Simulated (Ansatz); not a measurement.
Magnetic orders of MnSn2

Method: DFT r2SCAN, scalar-relativistic, plane waves, PAW (Ansatz 0.2.0).

```
Mn Sn
1.0
    -3.32300    3.32300    2.71250
     3.32300   -3.32300    2.71250
     3.32300    3.32300   -2.71250
Mn Sn
2 4
Direct
  0.75000 0.75000 0.00000
  0.25000 0.25000 0.00000
  0.15900 0.65900 0.81800
  0.65900 0.84100 0.50000
  0.84100 0.34100 0.18200
  0.34100 0.15900 0.50000
```

The plane-wave cutoff is 500 eV and the Γ-centred k-mesh is 8×8×8. The occupation rule is Gaussian smearing, 0.1 eV. The list of starting moments (μB, in atom order) is 4 4 0 0 0 0. The check for lower electronic states after the SCF is off.

All runs keep this geometry, which isn't relaxed for the lowest state (largest force there 0.333 eV/Å, pressure 1.7 GPa) and needn't be a stable compound; relaxing each order would shift the differences by some 30 meV/atom, going by the pressures and a bulk modulus of about 150 GPa. r2SCAN tends to overstate moments in metals, so a weak moment here may be absent in the real material. Site moments are spin moments in atom-centred spheres that scale with the neighbour distance. The states are those that the runs reached from these starts; a lower one can exist. No antiferromagnetic start is among these.

**Question.** Starts tried: no spin; ferromagnetic. Which state comes out lowest, and what are the moments?

**Answer.** The lowest state is ferromagnetic, reached from the start “ferromagnetic”, with site moments (μB) Mn +3.20 (×2), Sn -0.12 (×4).

| start | ends | energy above lowest (meV/atom) | site moments (μB) | gap on mesh (eV) | P (GPa) |
| --- | --- | --- | --- | --- | --- |
| no spin | non-magnetic | 349 | none over 0.05 | metal | -8.5 |
| ferromagnetic | ferromagnetic | 0.00 | Mn +3.20 (×2), Sn -0.12 (×4) | metal | 1.7 |

Cost: 2 runs of about 4.8 core-minutes in all, on Arm Neoverse V1 (shared hosts).